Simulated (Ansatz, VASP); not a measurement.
# Two plane-wave programs on Sb

Contents of INCAR:

```
PREC     = Accurate       # precision mode
ENCUT    = 520            # plane-wave cutoff, eV
EDIFF    = 1E-6           # SCF threshold, eV
ISMEAR   = 0              # smearing method
SIGMA    = 0.15           # smearing width, eV
LREAL    = False          # projectors in reciprocal space
LASPH    = True           # aspherical terms in the spheres
NELM     = 100            # most SCF steps
ALGO     = Fast           # electronic algorithm
ISIF     = 2              # what is computed and relaxed
LWAVE    = False          # write WAVECAR
LCHARG   = False          # write CHGCAR
GGA      = PS             # functional
NBANDS   = 8              # bands
```

Contents of KPOINTS:

```
regular mesh
0
Gamma
  24 24 24
```

POSCAR

```
Sb
1.0
   -1.5765401831      1.5765401831      2.7119384313
    1.5765401831     -1.5765401831      2.7119384313
    1.5765401831      1.5765401831     -2.7119384313
Sb
1
Direct
    0.0000000000      0.0000000000      0.0000000000
```

Input for Ansatz:

```yaml
crystal:
  lattice:
    - [-1.5765401831, 1.5765401831, 2.7119384313]
    - [1.5765401831, -1.5765401831, 2.7119384313]
    - [1.5765401831, 1.5765401831, -2.7119384313]
  atoms:
    - { symbol: Sb, position: [0.0, 0.0, 0.0] }
basis:
  ecutwfc: 420
kpoints:
  mp_grid: { grid: [24, 24, 24] }
hamiltonian:
  xc: pbesol
scf:
  occupations: { method: gaussian, width: 0.15 }
output:
  forces: true
  stress: true
  eigenvalues: true
```

This isn't the form of Sb at room conditions, which is rhombohedral.

Alike in both runs: task single point; functional PBEsol; k mesh 24 × 24 × 24; occupations gaussian, width 0.15 eV; no spin polarisation.

```csv
,VASP,Ansatz
version,VASP 6.6.1,Ansatz 0.2.0
potentials or method,"VASP PAW PBE potentials, release 64 (Sb)","scalar-relativistic, plane waves, PAW"
plane-wave cutoff (eV),520,420
valence electrons in the cell,5,15
```

|  | VASP | Ansatz | Ansatz less VASP |
| --- | --- | --- | --- |
| gap on the k mesh at the Fermi level (eV) | none | none | - |
| pressure (GPa) | -1.1 | -1.1 | +0.01 |
| largest component of the traceless stress (GPa) | 0.02 | 0.05 | +0.036 |

A gap of «none» marks a metal or a gap that the smearing closes. The two sets of potentials don't hold the same shells in valence.

Caveats: the PAW data sets were made with another functional, which shifts forces and pressure a little (VASP). Spin-orbit coupling is left out, which matters for the levels of Sb.
